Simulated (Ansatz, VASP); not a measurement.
**AlN in VASP and in Ansatz**

```xyz
4
Lattice="3.0891 0.0000 0.0000 -1.5446 2.6753 0.0000 0.0000 0.0000 4.9466" Properties=species:S:1:pos:R:3 pbc="T T T"
Al    1.5446    0.8918    0.0000
Al    0.0000    1.7835    2.4733
N     1.5446    0.8918    1.8896
N     0.0000    1.7835    4.3629
```

Change from the starting cell: volume scaled by 0.98, ions relaxed.

Alike in both runs: functional PBE; k mesh 11 × 11 × 6; occupations fermi-dirac, width 0.02 eV; no spin polarisation.

Ansatz relaxed the structure, and its values are those at the end. VASP's run is a single point on that final structure, the one shown.

|  | VASP | Ansatz |
| --- | --- | --- |
| version | VASP 6.6.1 | Ansatz 0.2.0 |
| potentials or method | VASP PAW PBE potentials, release 64 (Al, N) | plane-wave PAW, scalar-relativistic |
| plane-wave cutoff (eV) | 520 | 420 |
| valence electrons in the cell | 16 | 16 |

Ansatz gave:

| Quantity | Value |
| --- | --- |
| gap on the k mesh at the Fermi level (eV) | 4.38 |
| pressure (GPa) | 8.5 |

Problem. What did VASP give for the same quantities?

Solution. gap on the k mesh at the Fermi level (eV): 4.39; pressure (GPa): 8.3.

Ansatz warned: «stress_scf_threshold_loose».

Caveats: an odd mesh through Γ misses points on the zone boundary, where band edges often lie.
